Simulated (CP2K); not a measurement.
NaCl under changes of volume

One of the cells (21.478 Å³/atom); the others are scaled copies at fixed shape and fractional positions:

```
Cl Na
1.0
     3.50219    0.00000    0.00000
     0.00000    3.50219    0.00000
     0.00000    0.00000    3.50219
Cl Na
1 1
Direct
  0.50000 0.50000 0.50000
  0.00000 0.00000 0.00000
```

Measurements of this composition are mostly on another form, of space group No. 225.

| Item | Value |
| --- | --- |
| Program | CP2K 2026.2 |
| Functional | LDA |
| Potentials or basis | GTH_POTENTIALS Cl GTH-PADE-q7, Na GTH-PADE-q9; TZVP-MOLOPT-PBE-GTH basis |
| Density cutoff | 18368 eV |
| k mesh | 8 × 8 × 8 |
| Occupations | fermi-dirac, width 0.0259 eV |
| Spin | no spin polarisation |

```tsv
volume (Å³/atom)	energy over the lowest point (meV/atom)	pressure (GPa)	gap on the mesh (eV)
20.189	0.00	-1.3	3.76
20.619	?	?	?
21.048	10.13	-2.4	3.62
21.478	17.05	-2.8	3.55
21.907	25.09	-3.2	3.49
22.337	34.09	-3.5	3.44
22.766	43.95	-3.8	3.38
```

**Question.** What does the run at 20.619 Å³/atom give?

**Answer.** Energy over the lowest point 4.45 meV/atom; pressure -1.9 GPa; gap on the mesh 3.69 eV.

Worked out: A Birch-Murnaghan fit of order 3 (a polynomial in V^(-2/3)) to the other rows has no minimum within the range. It gives 4.40 meV/atom at 20.619 Å³/atom, against the run's 4.45, and -dE/dV = -1.9 GPa, against -1.9. A straight line through the other rows of the gap, of slope -3.15 eV per unit of ln V, gives 3.69 eV, against the run's 3.69.

Energies are extrapolated to zero smearing.

Caveats: the basis of atomic orbitals isn't converged, which shifts pressures, moduli and gaps.

A mesh can miss the band edges.
